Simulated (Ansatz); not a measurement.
# O on Pb(111): change of the work function, part 2 of 5

Aim: the work function of Pb(111) at several coverages of O (hcp site), and the dipole that each adsorbate carries.

Ansatz 0.2.0; plane-wave DFT, PBE, Ansatz PAW.

So far, work function, upper face (eV): step 2 (the clean slab) 3.75.

### Step 3. The covered slab, k-mesh 5×5×1, coverage 0.25 ML

System of this step: Pb16O (O/Pb(111)). The cell holds 17 atoms: 16 Pb and 1 O. Its edges and angles: a = 7.000 Å, b = 7.000 Å, c = 27.323 Å, α = 90.0°, β = 90.0°, γ = 60.0°. Vacuum lies along c.

The clean slab as it ended is repeated in the plane and the adsorbate is set on one face; the cell's size fixes the coverage, and the k-mesh shrinks with it to keep the sampling density about even. Adsorbate and upper layers relax, since the dipole depends on the height.

Contents of input.yaml:

```yaml
crystal:
  lattice:
    - [7.0003571338, 1.0e-10, 0.0]
    - [3.5001785668, 6.0624871134, 0.0]
    - [0.0, 0.0, 27.3229761486]
  atoms:
    - { symbol: Pb, position: [0.0, 0.0, 0.3293931068] }
    - { symbol: Pb, position: [0.1666666667, 0.1666666667, 0.4339894662] }
    - { symbol: Pb, position: [0.3333333333, 0.3333333333, 0.5441325028] }
    - { symbol: Pb, position: [0.0, 0.0, 0.6471533798] }
    - { symbol: Pb, position: [0.0, 0.5, 0.3293931068] }
    - { symbol: Pb, position: [0.1666666667, 0.6666666667, 0.4339894662] }
    - { symbol: Pb, position: [0.3333333333, 0.8333333333, 0.5441325028] }
    - { symbol: Pb, position: [0.0, 0.5, 0.6471533798] }
    - { symbol: Pb, position: [0.5, 0.0, 0.3293931068] }
    - { symbol: Pb, position: [0.6666666667, 0.1666666667, 0.4339894662] }
    - { symbol: Pb, position: [0.8333333333, 0.3333333333, 0.5441325028] }
    - { symbol: Pb, position: [0.5, 0.0, 0.6471533798] }
    - { symbol: Pb, position: [0.5, 0.5, 0.3293931068] }
    - { symbol: Pb, position: [0.6666666667, 0.6666666667, 0.4339894662] }
    - { symbol: Pb, position: [0.8333333333, 0.8333333333, 0.5441325028] }
    - { symbol: Pb, position: [0.5, 0.5, 0.6471533798] }
    - { symbol: O, position: [0.3333333333, 0.3333333333, 0.6706068932] }
kpoints:
  mp_grid: { grid: [5, 5, 1] }
hamiltonian:
  xc: pbe
scf:
  occupations: { method: fermi_dirac, width: 0.1 }
  convergence: { dr2_threshold: 1.0e-08 }
efield:
  axis: 3
  dipole_correction: true
  ramp_position: 0.97
  ramp_width: 0.06
relax:
  f_tol: 0.02
  max_steps: 60
  constraints: [{ sites: [0, 1, 4, 5, 8, 9, 12, 13] }]
output:
  bader: true
  dos: { projected: true, e_range: [-8, 4] }
  write_potential: true
  write_density: true
  volumetric_format: npy
  elf: true
```

Command:

```console
> ansatz run input.yaml --threads 4 --pin off --max-ram 6144MiB --backend cpu --events-out ev --progress --plain --runs-dir out
```

Numbers of over 12 decimals in the logs are rounded to 6 here.

What it wrote:

```text
[...]
Crystal: 17 atoms, lattice volume = 1159.575 Å³
Basis set: ecut = 420 eV, 22645 PW (Γ), exchange–correlation on 96×96×384 points (8 copies of the dense FFT grid, shifted against one another)
Bands: 138, of which v1, the nominal top of the filled ones, is band 115 counted from 1 (114 counted from 0)
Symmetry: 6 space group operations
[...]
k-points: 5 of 25 (time reversal used)
[...]
SCF iter   1: F=—  HF=-191067.215576 eV  |F-HF|=—  |Δ(HF+E_count)|=         —  Δρ=1.53e-3  dr2=5.01e-1  ethr=1.77e-3  p=0.044 e·Å  D=6.79e-3 V/Å  ΔV_dip=-0.19 eV  dr2_dipole=2.59e-1  V_vac-E_F(+/−)=3.58/3.77 eV  ⟨swp⟩=9.2  Hψ=3417  notcnv=0  defer=2
[...]
SCF iter   8: F=-191067.197274 eV  HF=-191067.197274 eV  |F-HF|=8.00e-9  |Δ(HF+E_count)|=   6.09e-8  Δρ=5.02e-7  dr2=4.26e-9  ethr=4.35e-12  p=0.005 e·Å  D=7.31e-4 V/Å  ΔV_dip=-0.02 eV  dr2_dipole=1.06e-10  V_vac-E_F(+/−)=3.78/3.80 eV  ⟨swp⟩=16.6  Hψ=5897  notcnv=0
SCF 1 converged in 8 iterations: F = -191067.197274 eV  dr2 = 4.26e-9
[...]
relax step   1: F+E_penalty+E_count = -191067.19727374 eV  Δ(F+E_penalty+E_count) = +0.000e0 eV  max|allowed force component| = 1.773e0 eV/Å  Δτ_max = 0.0000 Å  (8 SCF iters, accepted)
[...]
SCF iter   8: F=-191067.523231 eV  HF=-191067.523231 eV  |F-HF|=1.50e-8  |Δ(HF+E_count)|=   1.70e-7  Δρ=8.34e-7  dr2=9.67e-9  ethr=4.35e-12  p=-0.023 e·Å  D=-3.61e-3 V/Å  ΔV_dip=0.10 eV  dr2_dipole=6.33e-12  V_vac-E_F(+/−)=3.86/3.76 eV  ⟨swp⟩=14.0  Hψ=5613  notcnv=0
SCF 2 converged in 8 iterations: F = -191067.523231 eV  dr2 = 9.67e-9
[...]
relax step   2: F+E_penalty+E_count = -191067.52323147 eV  Δ(F+E_penalty+E_count) = -3.260e-1 eV  max|allowed force component| = 5.470e-1 eV/Å  Δτ_max = 0.1931 Å  (8 SCF iters, accepted)
SCF iter   1: F=—  HF=-191067.588779 eV  |F-HF|=—  |Δ(HF+E_count)|=         —  Δρ=1.45e-3  dr2=3.15e-2  ethr=8.52e-5  p=-0.023 e·Å  D=-3.61e-3 V/Å  ΔV_dip=0.10 eV  dr2_dipole=2.46e-3  V_vac-E_F(+/−)=3.86/3.76 eV  ⟨swp⟩=4.4  Hψ=1941  notcnv=0  defer=6
[...]
SCF iter   8: F=-191067.581456 eV  HF=-191067.581456 eV  |F-HF|=4.16e-9  |Δ(HF+E_count)|=   1.82e-8  Δρ=2.86e-7  dr2=1.04e-9  ethr=4.35e-12  p=-0.025 e·Å  D=-3.95e-3 V/Å  ΔV_dip=0.11 eV  dr2_dipole=5.50e-12  V_vac-E_F(+/−)=3.88/3.77 eV  ⟨swp⟩=12.8  Hψ=5000  notcnv=0
SCF 3 converged in 8 iterations: F = -191067.581456 eV  dr2 = 1.04e-9
relax step   3: F+E_penalty+E_count = -191067.58145634 eV  Δ(F+E_penalty+E_count) = -5.822e-2 eV  max|allowed force component| = 2.738e-1 eV/Å  Δτ_max = 0.0681 Å  (8 SCF iters, accepted)
[...]
relax step   4: F+E_penalty+E_count = -191067.60561922 eV  Δ(F+E_penalty+E_count) = -2.416e-2 eV  max|allowed force component| = 8.499e-2 eV/Å  Δτ_max = 0.1375 Å  (8 SCF iters, accepted)
[...]
relax step   5: F+E_penalty+E_count = -191067.60621285 eV  Δ(F+E_penalty+E_count) = -5.936e-4 eV  max|allowed force component| = 9.084e-2 eV/Å  Δτ_max = 0.0583 Å  (8 SCF iters, accepted)
SCF iter   1: F=—  HF=-191067.610516 eV  |F-HF|=—  |Δ(HF+E_count)|=         —  Δρ=6.41e-4  dr2=4.59e-3  ethr=9.17e-6  p=-0.062 e·Å  D=-9.64e-3 V/Å  ΔV_dip=0.26 eV  dr2_dipole=5.26e-4  V_vac-E_F(+/−)=4.04/3.78 eV  ⟨swp⟩=3.4  Hψ=1697  notcnv=0  defer=14
[...]
SCF iter   7: F=-191067.609388 eV  HF=-191067.609388 eV  |F-HF|=1.04e-8  |Δ(HF+E_count)|=   9.94e-8  Δρ=5.21e-7  dr2=3.52e-9  ethr=4.35e-12  p=-0.072 e·Å  D=-1.12e-2 V/Å  ΔV_dip=0.31 eV  dr2_dipole=4.05e-12  V_vac-E_F(+/−)=4.09/3.78 eV  ⟨swp⟩=13.6  Hψ=5267  notcnv=0
SCF 6 converged in 7 iterations: F = -191067.609388 eV  dr2 = 3.52e-9
relax step   6: F+E_penalty+E_count = -191067.60938761 eV  Δ(F+E_penalty+E_count) = -3.175e-3 eV  max|allowed force component| = 7.189e-3 eV/Å  Δτ_max = 0.0376 Å  (7 SCF iters, accepted)
NSCF: frozen V_eff on 5 k-points
[...]
SCF converged after 7 iterations
Free energy (F): -191067.609388 eV
[...]
Internal energy: -191067.340812 eV  (E = F + TS)
E sigma→0 (E₀):  -191067.475100 eV
Entropy (-TS):   -0.268576 eV (-15.799 meV/atom)
Fermi energy:    2.378306 eV
Dipole field:    D = -0.011209 V/Å  (p = -0.071829 e·Å, saw-weighted, corrected)
Work function:   Φ+ = 4.0854 eV   Φ− = 3.7791 eV
[...]
--- Forces (eV/Å), atoms counted from 1 ---
  atom   1  Pb     0.00000000    -0.00000000     0.01590458
  atom   2  Pb    -0.00960943    -0.00554801    -0.01760861
  atom   3  Pb    -0.00000000     0.00000000    -0.00718889
  atom   4  Pb    -0.00000000     0.00000000    -0.00137172
  atom   5  Pb    -0.03503668     0.02022844     0.03876406
  atom   6  Pb    -0.00000000     0.01109602    -0.01760861
  atom   7  Pb    -0.00141755     0.00081842     0.00045811
  atom   8  Pb     0.00238737    -0.00137835     0.00320073
  atom   9  Pb     0.00000000    -0.04045688     0.03876406
  atom  10  Pb     0.00960943    -0.00554801    -0.01760861
  atom  11  Pb     0.00000000    -0.00163684     0.00045811
  atom  12  Pb    -0.00000000     0.00275670     0.00320073
  atom  13  Pb     0.03503668     0.02022844     0.03876406
  atom  14  Pb    -0.00000000     0.00000000    -0.08405888
  atom  15  Pb     0.00141755     0.00081842     0.00045811
  atom  16  Pb    -0.00238737    -0.00137835     0.00320073
  atom  17  O      0.00000000    -0.00000000     0.00226046
  max |Σ_I F_I| component: 1.16e-5 eV/Å
--- Band table (eV; the first three rows and the last of 5) ---
  k-point 0: bands = [... 111 lower, 0.7727, 0.9713, 2.0444, 3.2178, 3.2178, 3.2603, 3.3434, 3.5592, ... 19 higher]
  k-point 1: bands = [... 111 lower, 1.1205, 1.2122, 2.1727, 2.4098, 2.8387, 2.9556, 3.4452, 3.6771, ... 19 higher]
  k-point 2: bands = [... 111 lower, 1.6768, 1.8486, 2.0917, 2.1977, 2.5685, 2.9455, 3.0515, 3.0540, ... 19 higher]
  k-point 4: bands = [... 111 lower, 1.7556, 2.0141, 2.1001, 2.3508, 2.4619, 2.5896, 2.7403, 2.8431, ... 19 higher]
--- Relaxed structure (6 steps of the walk, 6 accepted, 0 SCFs on fresh bases) ---
  F+E_penalty+E_count = -191067.60938761 eV   max|allowed force component| = 7.189e-3 eV/Å
  atoms:
    - { symbol: Pb, position: [1.3061447348317423e-17, 1.3061447348317426e-17, 0.3293931068] }
    - { symbol: Pb, position: [0.166667, 0.166667, 0.433989] }
    - { symbol: Pb, position: [0.333333, 0.333333, 0.541790] }
    - { symbol: Pb, position: [1.2535980272640213e-17, 1.3586914423994636e-17, 0.645334] }
    - { symbol: Pb, position: [-2.7755575615628914e-17, 0.5, 0.3293931068] }
    - { symbol: Pb, position: [0.166667, 0.666667, 0.433989] }
    - { symbol: Pb, position: [0.329889, 0.835056, 0.541901] }
    - { symbol: Pb, position: [-0.00655797, 0.503279, 0.651364] }
    - { symbol: Pb, position: [0.5, 1.3061447347105735e-17, 0.3293931068] }
    - { symbol: Pb, position: [0.666667, 0.166667, 0.433989] }
    - { symbol: Pb, position: [0.835056, 0.329889, 0.541901] }
    - { symbol: Pb, position: [0.503279, -0.00655797, 0.651364] }
    - { symbol: Pb, position: [0.500000, 0.500000, 0.3293931068] }
    - { symbol: Pb, position: [0.666667, 0.666667, 0.433989] }
    - { symbol: Pb, position: [0.835056, 0.835056, 0.541901] }
    - { symbol: Pb, position: [0.503279, 0.503279, 0.651364] }
    - { symbol: O, position: [0.333333, 0.333333, 0.685633] }
--- Bader charges: 17 sites ---
  site symbol  charge [e]  shift [e]
     0     Pb     -0.0092     0.0000
     1     Pb      0.0037     0.0000
     2     Pb     -0.0681     0.0000
     3     Pb     -0.1054     0.0000
     4     Pb      0.0024     0.0000
     5     Pb      0.0037     0.0000
     6     Pb      0.0026     0.0000
     7     Pb      0.4174     0.0000
     8     Pb      0.0025     0.0000
     9     Pb      0.0037     0.0000
    10     Pb      0.0026     0.0000
    11     Pb      0.4174     0.0000
    12     Pb      0.0024     0.0000
    13     Pb     -0.0065     0.0000
    14     Pb      0.0026     0.0000
    15     Pb      0.4174     0.0000
    16      O     -1.0893     0.0001
  estimated error of the sums over rays = 3.8e-4 e
```

It took 2.4 min on 4 threads of Arm Neoverse V2, shared host; peak memory 3.5 GiB; 9.3 min of CPU time.

Relaxation path:

```
step  energy less that of the first step (eV)  largest force component (eV/Å)
   1                                   0.0000                          1.7732
   2                                  -0.3260                          0.5470
   3                                  -0.3842                          0.2738
   4                                  -0.4083                          0.0850
   5                                  -0.4089                          0.0908
   6                                  -0.4121                          0.0072
```

The run keeps the 6 symmetry operations that it works with, so distortions that break them were not tested.

The atoms that moved most (Å):

```
atom      dx      dy      dz  length
 O17   0.000   0.000   0.411   0.411
 Pb8  -0.034   0.020   0.115   0.122
Pb12   0.000  -0.040   0.115   0.122
Pb16   0.034   0.020   0.115   0.122
Pb11   0.000  -0.021  -0.061   0.064
 Pb7  -0.018   0.010  -0.061   0.064
Pb15   0.018   0.010  -0.061   0.064
 Pb3   0.000   0.000  -0.064   0.064
```

Final coordinates:

```xyz
17
Lattice="7.0004 0.0000 0.0000 3.5002 6.0625 0.0000 0.0000 0.0000 27.3230" Properties=species:S:1:pos:R:3
Pb    0.0000    0.0000    9.0000
Pb    1.7501    1.0104   11.8579
Pb    3.5002    2.0208   14.8033
Pb    0.0000    0.0000   17.6325
Pb    1.7501    3.0312    9.0000
Pb    3.5002    4.0417   11.8579
Pb    5.2322    5.0625   14.8064
Pb    1.7157    3.0511   17.7972
Pb    3.5002    0.0000    9.0000
Pb    5.2503    1.0104   11.8579
Pb    7.0004    1.9999   14.8064
Pb    3.5002   -0.0398   17.7972
Pb    5.2503    3.0312    9.0000
Pb    7.0004    4.0417   11.8579
Pb    8.7685    5.0625   14.8064
Pb    5.2847    3.0511   17.7972
O     3.5002    2.0208   18.7335
```

This step gave:

```yaml
energy_at_zero_smearing: -191067.4751 eV
work_function_upper_face: 4.085 eV
work_function_lower_face: 3.779 eV
dipole_along_the_normal: -0.07183 e·Å
step_between_the_vacuum_levels: 0.3063 eV
```

Running mean over 2.858 Å of the planar mean; the ramp of the sawtooth is left out. The electron's electrostatic potential energy less the Fermi level by z:

```
z (Å)  electron's electrostatic potential energy less the Fermi level (eV)
  3.5                                                                 3.78
  4.0                                                                 3.78
  4.5                                                                 3.77
  5.0                                                                 3.76
  5.5                                                                 3.73
  6.0                                                                 3.63
  6.5                                                                 3.27
  7.0                                                                 1.95
  7.5                                                               -0.544
  8.0                                                                -3.17
  8.5                                                                -4.89
  9.0                                                                -5.35
  9.5                                                                -5.44
 10.0                                                                -5.46
 10.5                                                                -5.48
 11.0                                                                -5.48
 11.5                                                                -5.46
 12.0                                                                -5.42
 12.5                                                                -5.26
 13.0                                                                -5.04
 13.5                                                                -5.02
 14.0                                                                -5.19
 14.5                                                                -5.42
 15.0                                                                -5.44
 15.5                                                                -5.30
 16.0                                                                -5.09
 16.5                                                                -5.08
 17.0                                                                -5.33
 17.5                                                                -5.77
 18.0                                                                -5.70
 18.5                                                                -4.69
 19.0                                                                -2.29
 19.5                                                                0.448
 20.0                                                                 2.68
 20.5                                                                 3.69
 21.0                                                                 3.99
 21.5                                                                 4.06
 22.0                                                                 4.08
 22.5                                                                 4.08
 23.0                                                                 4.08
 23.5                                                                 4.09
 24.0                                                                 4.09
```

The density of states has structure finer than the step of the table below, so its rows give means over 0.25 eV, whole bins alone (the curve runs from -8 to 1.98 eV). Peaks (eV: height): -7.490: 41.1, -7.160: 40.0, -6.800: 29.4, 0.780: 30.3, 0.930: 43.2, 1.560: 42.5, 1.800: 25.5.

Density of states against energy, zero at the Fermi level; means over each step:

energy (eV), density of states (states/eV a cell) and a bar:
```
    -7.75        7.1 ##############
    -7.50       15.1 ##############################
    -7.25        9.2 ##################
    -7.00        9.4 ###################
    -6.75        6.9 ##############
    -6.50        0.0 
    -6.25        0.0 
    -6.00        0.0 
    -5.75        0.0 
    -5.50        0.0 
    -5.25        0.0 
    -5.00        0.0 
    -4.75        0.0 
    -4.50        0.0 
    -4.25        2.2 ####
    -4.00        6.1 ############
    -3.75        1.1 ##
    -3.50        5.7 ###########
    -3.25       12.3 ########################
    -3.00        4.6 #########
    -2.75        6.4 #############
    -2.50       10.7 #####################
    -2.25       10.5 #####################
    -2.00       11.2 ######################
    -1.75       10.2 ####################
    -1.50       10.8 #####################
    -1.25       10.7 #####################
    -1.00        7.8 ###############
    -0.75        9.4 ###################
    -0.50        4.9 ##########
    -0.25       11.5 #######################
     0.00        7.7 ###############
     0.25        8.3 ################
     0.50       10.0 ####################
     0.75       10.7 #####################
     1.00       15.1 ##############################
     1.25       12.4 ########################
     1.50       14.7 #############################
     1.75       14.6 #############################
```

Projected DOS per atom over height of the atomic layer and energy from the Fermi level. Layers: Pb4 Pb4 Pb4 Pb4 O from below.

Ten even steps from '_' (0.00 states/eV) to '@' (3.95 states/eV), each cell a mean:
```
::....::__
........__
........__
........__
........__
..__....__
..__....__
..........
........__
..::..____
__....__..
____....@@
________..
________**
__________
__________
__________
__________
__________
......____
::......__
........__
```
Columns: height of the atomic layer (Å) from 9 to 18.7 (not evenly spaced); rows upwards: energy from the Fermi level (eV) from -7.96 to 1.95.

Electrostatic potential energy in the ca plane at fractional y = 0.330, with atoms of Pb and O within 0.2 Å of it. With pseudopotentials it is smooth inside the atoms' cores, unlike the true potential.

Ten even steps from '0' (-35 eV) to '9' (7 eV), each cell a mean:
```
99988889988522478998888999999999999999999999
99999999985000048999999999999999999999999999
99999999983022027999999999999999999999999999
99999999983011028999999999999999999999999999
99998899986100158999989999999999999999999999
99987889998643589998888899999999999999999999
99876678999888899988767899999999999999999999
98864578999999999987657899999999999999999999
99875578999888899988767899999999999999999999
99887788998755789998888899999999999999999999
99998899987200168999988669999999999999999999
99999999984011038999993005999999999999999999
99999999983022027999981004999999999999999999
99999999984000038999995116999999999999999999
99988889987311378999888789999999999999999999
99887788998766789998778899999999999999999999
99875578999988999987667899999999999999999999
99865578999999999987657899999999999999999999
99876778999877889988777899999999999999999999
```
Columns run along c (16.0 Å, from fractional 0.38 to 0.96 of the cell; values clipped at the 3rd and 97th percentile), rows up along a (7.0 Å). Atoms in or near the plane, at fractional coordinates: Pb at (0.54, 0.33), Pb at (0.54, 0.84), O at (0.69, 0.33).

Valence density in the ca plane at fractional y = 0.330, with atoms of Pb and O within 0.2 Å of it. It is the smooth field of the valence electrons, not physical close to the nuclei.

Ten steps, logarithmic in the rise over the least value, from '0' (0.00 × 1e0 e/Å³) to '9' (8.24 × 1e0 e/Å³), each cell a mean:
```
11122221123455432112222110000000000000000000
11111111124688742111121100000000000000000000
11111111135899853111111100000000000000000000
11111111125799853111111100000000000000000000
11112211124677642111221100000000000000000000
11223321112455421112232110000000000000000000
11234432111222211122333210000000000000000000
22234432111111111123443210000000000000000000
12234432111222211122333211000000000000000000
11223322112344321112233322100000000000000000
11112211123577642111234654200000000000000000
11111111124799753111247886310000000000000000
11111111135899853111247997310000000000000000
11111111124788752111236885310000000000000000
11122221123566532111234553100000000000000000
11233322112333321112233321000000000000000000
12234432111122111122343210000000000000000000
22234432111122111123343210000000000000000000
11233332111233221122333210000000000000000000
```
Columns run along c (16.0 Å, from fractional 0.38 to 0.96 of the cell), rows up along a (7.0 Å). Atoms in or near the plane, at fractional coordinates: Pb at (0.54, 0.33), Pb at (0.54, 0.84), O at (0.69, 0.33).

(Continued in part 3 of 5.)

[Logs are printed without paths, hosts, clocks, repeated set-up lines and the standing remarks that a program may print on its own settings, such as how far it seeks lower states.]

[Hosts, paths, dates, database ids (printed as entryN), source tags and the programs' standing remarks are cut or masked in the printed files.]

[Maps of the electrostatic potential energy from Ansatz leave out the sawtooth potential of an applied field or a dipole correction, so their vacuum need not be flat; planar profiles and work functions include it.]

[The density of states shown here was stored with 400 of the rows of the run's finer table, so its peaks can read low, often by over a quarter, or be missed, and its means over a window can be off by a tenth or more.]
